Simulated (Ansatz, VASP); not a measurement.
**Cu3Au (Auricupride): VASP beside Ansatz**

```
CELL_PARAMETERS angstrom
3.74000 0.00000 0.00000
0.00000 3.74000 0.00000
0.00000 0.00000 3.74000
ATOMIC_POSITIONS crystal
Au 0.00000 0.00000 0.00000
Cu 0.50000 0.50000 0.00000
Cu 0.50000 0.00000 0.50000
Cu 0.00000 0.50000 0.50000
```

Alike in both runs: task single point; functional PBE; k mesh 7 × 7 × 7; occupations gaussian, width 0.012 eV; no spin polarisation.

|  | VASP | Ansatz |
| --- | --- | --- |
| version | VASP 6.6.1 | Ansatz 0.2.0 |
| potentials or method | VASP PAW PBE potentials, release 64 (Au, Cu) | Ansatz PAW |
| plane-wave cutoff (eV) | 520 | 420 |
| valence electrons in the cell | 44 | 76 |

```tsv
	VASP	Ansatz	Ansatz less VASP
gap on the k mesh at the Fermi level (eV)	none	none	-
pressure (GPa)	5.3	5.0	-0.30
```

A gap of «none» marks a metal or a gap that the smearing closes. With one functional, cell and mesh, what is left measures potentials, basis and numerics. The two sets of potentials don't hold the same shells in valence.

Spin-orbit coupling is left out, which matters for the levels of Au.
